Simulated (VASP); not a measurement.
BeS: equation of state with PBE

BeS:

```xyz
2
Lattice="0.0000 2.4250 2.4250 2.4250 0.0000 2.4250 2.4250 2.4250 0.0000" Properties=species:S:1:pos:R:3 pbc="T T T"
S     3.6375    3.6375    3.6375
Be    0.0000    0.0000    0.0000
```

* Program: VASP 6.6.1
* Task: equation of state
* Functional: PBE
* Potentials or basis: VASP PAW PBE potentials, release 64 (S, Be)
* Cutoff: 520 eV
* k mesh: 9 × 9 × 9
* Occupations: fermi-dirac, width 0.05 eV
* Spin: no spin polarisation

```json
{"Equilibrium volume": "14.50 Å³/atom", "Bulk modulus": "93 GPa", "Pressure derivative of the bulk modulus": "3.8"}
```

Energy against volume, from the lowest point:
```
volume (Å³/atom)  energy (meV/atom)
          13.405              27.06
          13.690              14.29
          13.975               5.78
          14.261               1.13
          14.546               0.00
          14.831               2.07
          15.116               7.06
```

All runs of the series together: 91 s on 1 thread of Intel(R) Xeon(R) Platinum 8488C (Sapphire Rapids), with other jobs on the host.

PBE usually gives volumes a little too large and moduli too small. Zero-point motion and thermal expansion aren't in these numbers.
